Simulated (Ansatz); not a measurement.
Runs of Ansatz 0.2.0 on HfC. Symmetry: Fm-3m, No. 225, cubic system. The conventional cell has a = 4.650 Å, b = 4.650 Å, c = 4.650 Å, α = 90.00°, β = 90.00°, γ = 90.00°. Around Hf (site symmetry m-3m) lie 6 C at 2.33 Å. C (site symmetry m-3m) has 6 Hf at 2.33 Å as nearest neighbours. 

| task | level | spin | k mesh | points for each segment of the path | share of exact exchange | mesh quality | gap on the mesh (eV) | pressure (GPa) |
| --- | --- | --- | --- | --- | --- | --- | --- | --- |
| band structure | PBEsol | off | 10 × 10 × 10 | 14 | - | not flagged | none | -6.5 |
| single point | PBE0 form with a typed share of exact exchange | off | 6 × 6 × 6 | - | 0.15 | coarse | none | -0.9 |
| single point | PBE0 | off | 6 × 6 × 6 | - | 0.25 | coarse | none | -1.7 |
| single point | PBE0 form with a typed share of exact exchange | off | 6 × 6 × 6 | - | 0.1 | coarse | none | (b) |
| band structure | PBEsol | SOC, no magnetisation | 10 × 10 × 10 | 14 | - | not flagged | none | -7.2 |
| single point | PBE0 form with a typed share of exact exchange | off | 6 × 6 × 6 | - | 0 | coarse | none | (a) |

Alike in all rows: potentials or basis Ansatz PAW; cell as given; cutoff (eV) 420; smearing fermi-dirac 0.05 eV.

Question: Fill in the values left out.

Answer: (a) 0.3; (b) -0.6.

Caveats: some runs use coarse meshes; the PAW data sets come from PBE, with cores solved anew for the run's functional, which leaves a small shift of forces and pressure (some runs); the thresholds are loose for stress (some runs); spin-orbit coupling is left out, which moves the levels of the heavy elements (some runs); the PAW data sets were made with another functional, which shifts forces and pressure a little (some runs).

A k mesh can miss the band edges, and rows without SOC leave out spin-orbit coupling on Hf.

A gap of «none» marks a metal or a gap under the smearing width.
